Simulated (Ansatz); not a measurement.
Method: DFT PBE, scalar-relativistic, plane waves, PAW (Ansatz). All cells share a 420 eV cutoff and Γ-centred k meshes spaced at most about 0.3 Å⁻¹ (about 0.25 or finer for metals, 2π included). No spin polarisation.

Temperature and zero-point effects are left out.

Two forms of Ag₂I₃ were relaxed alike.

A.

```cif
data_structure
_symmetry_space_group_name_H-M 'P-3m1'
_symmetry_Int_Tables_number 164
_cell_length_a 4.3094
_cell_length_b 4.3094
_cell_length_c 10.3685
_cell_angle_alpha 90.000
_cell_angle_beta 90.000
_cell_angle_gamma 120.000
_cell_volume 166.75
loop_
_atom_site_label
_atom_site_type_symbol
_atom_site_symmetry_multiplicity
_atom_site_Wyckoff_symbol
_atom_site_fract_x
_atom_site_fract_y
_atom_site_fract_z
_atom_site_occupancy
Ag1 Ag 2 d 0.33333 0.66667 0.18231 1
I1 I 1 a 0.00000 0.00000 0.00000 1
I2 I 2 d 0.33333 0.66667 0.67372 1
```

B.

```cif
data_structure
_symmetry_space_group_name_H-M 'Pm-3m'
_symmetry_Int_Tables_number 221
_cell_length_a 5.7124
_cell_length_b 5.7124
_cell_length_c 5.7124
_cell_angle_alpha 90.000
_cell_angle_beta 90.000
_cell_angle_gamma 90.000
_cell_volume 186.41
loop_
_atom_site_label
_atom_site_type_symbol
_atom_site_symmetry_multiplicity
_atom_site_Wyckoff_symbol
_atom_site_fract_x
_atom_site_fract_y
_atom_site_fract_z
_atom_site_occupancy
Ag1 Ag 1 a 0.00000 0.00000 0.00000 1
Ag2 Ag 1 b 0.50000 0.50000 0.50000 1
I1 I 3 c 0.00000 0.50000 0.50000 1
```

Question: Which form is favoured at zero pressure, and by what margin per atom?

Answer: A is lower, by 0.34 eV/atom. A has space group P-3m1 (No. 164), 33.4 Å³/atom and no gap on its mesh; B has space group Pm-3m (No. 221), 37.3 Å³/atom and no gap. Counting I atoms around Ag (those within 1.25 times the shortest such distance or 1.15 times the sum of covalent radii; the shortest distance is added where it is long for a bond; a slash parts the counts of unlike sites), A has Ag 6 and B has Ag 6/12 from 4.0 Å. Both come from invented guesses.

Weakly bound directions are ill-defined at this level, which has no dispersion term (P-3m1), and this can change margins and order among such cells. These runs have no spin–orbit coupling, which can matter for I. In P-3m1, Pm-3m an odd number of electrons in the primitive cell allows no gap without spin; a larger cell or a magnetic state could open one. A magnetic state wasn't ruled out in cells without spin, among them P-3m1, Pm-3m. Cells relaxed within their symmetry can be saddle points.
